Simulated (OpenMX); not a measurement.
Crystal: PbO2.

```xyz
3
Lattice="0.0000 2.7020 2.7020 2.7020 0.0000 2.7020 2.7020 2.7020 0.0000" Properties=species:S:1:pos:R:3 pbc="T T T"
Pb    0.0000    0.0000    0.0000
O     4.0530    4.0530    4.0530
O     1.3510    1.3510    1.3510
```

The cell comes from a database or a generator and needn't be the stable form of this composition.

| Quantity | Value |
| --- | --- |
| Program | OpenMX 3.8.5 |
| Task | single point |
| Functional | PBE |
| Potentials or basis | OpenMX 2013 PBE set, Pb8.0-s3p2d2f1, O6.0-s2p2d1, grid cutoff 500 Ry |
| k mesh | 9 × 9 × 9 |
| Occupations | fermi-dirac, width 0.05 eV |
| Spin | no spin polarisation |

On this cell: pressure 3.2 GPa; largest force zero by symmetry; band gap on the k mesh none (metal or under the smearing width).

The same run follows on a disturbed copy (atoms moved at random, drawn with an rms of 0.05 Å):

```
CELL_PARAMETERS angstrom
0.00000 2.70199 2.70199
2.70199 0.00000 2.70199
2.70199 2.70199 0.00000
ATOMIC_POSITIONS crystal
Pb 0.99611 0.00198 0.00536
O 0.74542 0.74686 0.74195
O 0.23800 0.27224 0.24122
```

Task: What does the disturbed cell give?

Result: The energy (extrapolated to zero smearing) moves by +9.0 meV/atom; pressure 3.6 GPa; largest force 0.514 eV/Å; band gap on the k mesh none (metal or under the smearing width).

Forces in eV/Å, atoms in the order of the input:
```
Pb  -0.060 -0.308  0.104
O    0.376  0.014  0.185
O   -0.306  0.295 -0.289
```

Caveats: the basis of atomic orbitals isn't converged, which shifts pressures, moduli and gaps.
